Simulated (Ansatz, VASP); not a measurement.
One calculation of Ir, two programs

```
Ir
1.0
     2.75138    0.00000    0.00000
    -1.37569    2.38276    0.00000
     0.00000    0.00000    4.46229
Ir
2
Cartesian
  0.0000 1.5885 1.1156
  1.3757 0.7943 3.3467
```

This isn't the form of Ir at room conditions, which is fcc.

Alike in both runs: task band structure; functional RPBE; k mesh 11 × 11 × 6; occupations fermi-dirac, width 0.05 eV; no spin polarisation.

|  | VASP | Ansatz |
| --- | --- | --- |
| version | VASP 6.6.1 | Ansatz 0.2.0 |
| potentials or method | VASP PAW PBE potentials, release 64 (Ir) | Ansatz PAW |
| plane-wave cutoff (eV) | 520 | 420 |
| valence electrons in the cell | 18 | 34 |

VASP gave:

* gap on the k mesh at the Fermi level (eV): none
* pressure (GPa): 3.1
* largest component of the traceless stress (GPa): 0.21

What did Ansatz give for the same quantities?

gap on the k mesh at the Fermi level (eV): none; pressure (GPa): 2.8; largest component of the traceless stress (GPa): 0.25.

A gap of «none» marks a metal or a gap that the smearing closes. With one functional, cell and mesh, what is left measures potentials, basis and numerics. The two sets of potentials don't hold the same shells in valence.

Caveats: spin-orbit coupling is left out, which moves the levels of the heavy elements; the PAW data sets were made with another functional, which shifts forces and pressure a little (VASP); the PAW data sets come from PBE, with cores solved anew for the run's functional, which leaves a small shift of forces and pressure (Ansatz).
